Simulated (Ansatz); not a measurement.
Crystal: Te2Mo.

```
Te Mo
1.0
     6.34645    0.00000    0.00000
     0.00000    3.49422    0.00000
    -0.54903    0.00000   14.85616
Te Mo
8 4
Direct
  0.06309 0.50000 0.40139
  0.93626 0.00000 0.59892
  0.56720 0.00000 0.36206
  0.43254 0.50000 0.63827
  0.09105 0.00000 0.13792
  0.90945 0.50000 0.86175
  0.58109 0.50000 0.09855
  0.41935 0.00000 0.90115
  0.31969 0.00000 0.50683
  0.67978 0.50000 0.49352
  0.18149 0.50000 0.00653
  0.81900 0.00000 0.99309
```

The cell is a database's computed one.

Below is the output of Ansatz 0.2.0 for this cell. Logs are shortened: lines on timing, memory, paths and dates and some standing lists are left out, and cuts for length are marked.

```text
Warning: RAYON_NUM_THREADS=4 ignored (pool sized by the plan → 4); use --threads N
Engine: ansatz 0.2.0, aarch64-unknown-linux-gnu
Pseudopotentials: kind: paw
Pseudopotential: Te, paw, valence charge 16, recommended cutoff 420 eV (normal), Te.paw.azcp
Pseudopotential: Mo, paw, valence charge 14, recommended cutoff 420 eV (normal), Mo.paw.azcp
Functional definition: BLYP
  parameter beta = 0.0042
  parameter a = 0.04918
  parameter b = 0.132
  parameter c = 0.2533
  parameter d = 0.349
  exchange = b88_x(beta = beta)
  correlation = lyp_c(a = a, b = b, c = c, d = d)
Crystal: 12 atoms, lattice volume = 329.448 Å³
Basis set: ecut = 420 eV, 6429 PW (Γ), exchange–correlation on 90×48×200 points (8 copies of the dense FFT grid, shifted against one another)
[... 353 lines left out ...]
  k-point 2: bands = ["-54.8167", "-54.8166", "-54.7798", "-54.7797", "-30.4316", "-30.4315", "-30.4253", "-30.4252", "-30.4226", "-30.4225", "-30.4218", "-30.4217", "-30.3965", "-30.3964", "-30.3909", "-30.3908", "-30.3729", "-30.3728", "-30.3632", "-30.3631", "-30.3540", "-30.3539", "-30.3522", "-30.3521", "-30.2552", "-30.2551", "-30.2534", "-30.2533", "-30.2494", "-30.2493", "-30.2476", "-30.2475", "-30.1992", "-30.1991", "-30.1922", "-30.1921", "-30.1497", "-30.1497", "-30.1444", "-30.1444", "-30.1355", "-30.1354", "-30.1326", "-30.1325", "-29.0012", "-29.0011", "-28.9954", "-28.9953", "-28.8941", "-28.8940", "-28.8580", "-28.8579", "-28.7298", "-28.7297", "-28.6379", "-28.6378", "-5.8106", "-5.8102", "-5.1140", "-5.1132", "-4.4666", "-4.4665", "-4.2205", "-4.2203", "1.5275", "1.5284", "2.0305", "2.0443", "2.2500", "2.2504", "2.7962", "2.8052", "3.5685", "3.5695", "3.5723", "3.5762", "3.9866", "3.9879", "4.0034", "4.0058", "4.7022", "4.7033", "4.9553", "4.9730", "5.1760", "5.1845", "5.4116", "5.4123", "5.8108", "5.8292", "5.9518", "5.9935", "6.2760", "6.2819", "7.3652", "7.3753", "8.0488", "8.0507", "8.0778", "8.0810", "8.1749", "8.1916", "8.1956", "8.1985", "8.8184", "8.8664", "9.2721", "9.2888", "10.4511", "11.0337", "11.3927"]
  k-point 15: bands = ["-54.7958", "-54.7958", "-54.7957", "-54.7957", "-30.4289", "-30.4289", "-30.4288", "-30.4288", "-30.4144", "-30.4144", "-30.4143", "-30.4143", "-30.3990", "-30.3989", "-30.3989", "-30.3988", "-30.3677", "-30.3677", "-30.3676", "-30.3676", "-30.3538", "-30.3537", "-30.3537", "-30.3536", "-30.2533", "-30.2533", "-30.2533", "-30.2532", "-30.2429", "-30.2429", "-30.2429", "-30.2428", "-30.1993", "-30.1993", "-30.1992", "-30.1992", "-30.1471", "-30.1471", "-30.1470", "-30.1470", "-30.1327", "-30.1327", "-30.1326", "-30.1326", "-29.0474", "-29.0474", "-29.0473", "-29.0473", "-28.8596", "-28.8596", "-28.8595", "-28.8595", "-28.6799", "-28.6799", "-28.6798", "-28.6798", "-4.4825", "-4.4825", "-4.4823", "-4.4823", "-4.1151", "-4.1151", "-4.1150", "-4.1150", "1.2737", "1.2737", "1.2740", "1.2740", "2.1615", "2.1615", "2.1617", "2.1617", "3.1834", "3.1834", "3.1865", "3.1865", "3.9121", "3.9121", "3.9135", "3.9135", "4.3472", "4.3472", "4.3491", "4.3492", "4.6955", "4.6955", "4.6961", "4.6961", "5.3776", "5.3777", "5.3788", "5.3788", "7.2170", "7.2170", "7.2180", "7.2180", "8.0176", "8.0176", "8.0188", "8.0189", "8.3332", "8.3332", "8.3506", "8.3507", "9.4224", "9.4224", "9.4376", "9.4376", "10.9564", "10.9566", "10.9967"]
--- Relaxed structure (18 steps of the walk, 17 accepted, 3 SCFs on fresh bases) ---
  F+E_penalty+E_count = -75856.56608119 eV   max|allowed force component| = 2.988e-3 eV/Å   (the final SCF, on the basis selected at the relaxed cell)
  cell:  # Å, volume = 485.6090 Å³
    - [6.498442613261616, -1.425837507721319e-17, 0.06421401268464622]
    - [-7.850347712840379e-18, 3.5924790735686143, -3.105479718764284e-16]
    - [-0.411858083414984, -1.3191057719760272e-15, 20.79688287793351]
  atoms:
    - { symbol: Te, position: [0.07078501468987232, 0.5, 0.4279620634387526] }
    - { symbol: Te, position: [0.9288163201814154, 2.5498495036053182e-17, 0.5719140214414021] }
    - { symbol: Te, position: [0.5787354730644898, -3.617955872642066e-17, 0.400386401594869] }
    - { symbol: Te, position: [0.42086591874610896, 0.5, 0.5994884479658663] }
    - { symbol: Te, position: [0.08543059560648916, 3.616783015008813e-17, 0.09961158202734151] }
    - { symbol: Te, position: [0.9149676807948639, 0.5, 0.9005131338553618] }
    - { symbol: Te, position: [0.5757495634205962, 0.5, 0.0720369135561806] }
    - { symbol: Te, position: [0.42464773138488143, -2.5425530639472558e-17, 0.9280862602269001] }
    - { symbol: Mo, position: [0.31926913747191255, 2.15779786264325e-18, 0.5045411491144725] }
    - { symbol: Mo, position: [0.6803328882102554, 0.5, 0.49533384145548676] }
    - { symbol: Mo, position: [0.18102769807771352, 0.5, 0.004667563839252224] }
    - { symbol: Mo, position: [0.819370968351401, -2.2354185879278855e-18, 0.9954576114841147] }
```

Problem. Write the input and the command behind it.

Solution. Relaxation of cell and atoms with BLYP, no spin polarisation. The files as run (others can give the same):

input.yaml
```yaml
crystal:
  lattice:
    - [6.3464495577, 0.0, 0.0]
    - [0.0, 3.49421554, 0.0]
    - [-0.5490254083, 0.0, 14.8561586148]
  atoms:
    - { symbol: Te, position: [0.06308657, 0.5, 0.40139181] }
    - { symbol: Te, position: [0.93626097, 0.0, 0.59892358] }
    - { symbol: Te, position: [0.56720469, 0.0, 0.36206281] }
    - { symbol: Te, position: [0.43253951, 0.5, 0.63827401] }
    - { symbol: Te, position: [0.09104745, 0.0, 0.13792275] }
    - { symbol: Te, position: [0.90945389, 0.5, 0.86175202] }
    - { symbol: Te, position: [0.58109276, 0.5, 0.09854983] }
    - { symbol: Te, position: [0.41934698, 0.0, 0.90115399] }
    - { symbol: Mo, position: [0.31968622, 0.0, 0.50682682] }
    - { symbol: Mo, position: [0.6797845, 0.5, 0.49352002] }
    - { symbol: Mo, position: [0.1814915, 0.5, 0.00653163] }
    - { symbol: Mo, position: [0.81900395, 0.0, 0.99308972] }
hamiltonian:
  xc: blyp
  pseudopotentials: { kind: paw }
kpoints:
  mp_grid: { grid: [3, 6, 2] }
scf:
  occupations: { method: fermi_dirac, width: 0.05 }
output:
  forces: true
  stress: true
  eigenvalues: true
relax:
  f_tol: 0.01
  max_steps: 40
  cell: { stress_tol: 0.05 }
```

Potentials or basis: Ansatz PAW.
Launch:
```sh
$ ansatz run input.yaml --threads 4 --pin off --max-ram 11264MiB --backend cpu --events-out ev --progress --plain --runs-dir out
```

Caveat: the volume moved by over 15 % at a fixed basis, so the end points are rough; the plane-wave basis is chosen anew once the cell has moved, so the energies of steps on either side of that aren't comparable; the PAW data sets come from PBE, with cores solved anew for the run's functional, which leaves a small shift of forces and pressure.
